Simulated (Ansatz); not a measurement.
Crystal: AlN.

```
Al N
1.0
     0.00000    2.03452    2.03452
     2.03452    0.00000    2.03452
     2.03452    2.03452    0.00000
Al N
1 1
Direct
  0.50000 0.50000 0.50000
  0.00000 0.00000 0.00000
```

Measurements of this composition are mostly on another form, of space group No. 186.

Base run:

| Quantity | Value |
| --- | --- |
| Program | Ansatz 0.2.0 |
| Functional | PBE0 |
| Potentials or basis | all-electron PAW datasets made for the crystal |
| Cutoff | 430 eV (chosen from the basis error) |
| k mesh | 8 × 8 × 8 |
| Occupations | fermi-dirac, width 0.05 eV |
| Spin | no spin polarisation |

Its results: band gap on the k mesh 6.59 eV, indirect (least direct gap 7.66 eV); pressure -7.5 GPa.

The run is repeated on the same cell with these changes: functional from PBE0 to PBE; cutoff from 430 eV (chosen from the basis error) to 340 eV (chosen from the basis error). What comes out?

Band gap on the k mesh 4.44 eV, indirect (least direct gap 5.41 eV); pressure 0.3 GPa.

PBE0 gives the wider gap, since exact exchange removes part of the self-interaction.

A k mesh can miss the band edges.

The runs don't all hold the same shells in valence.
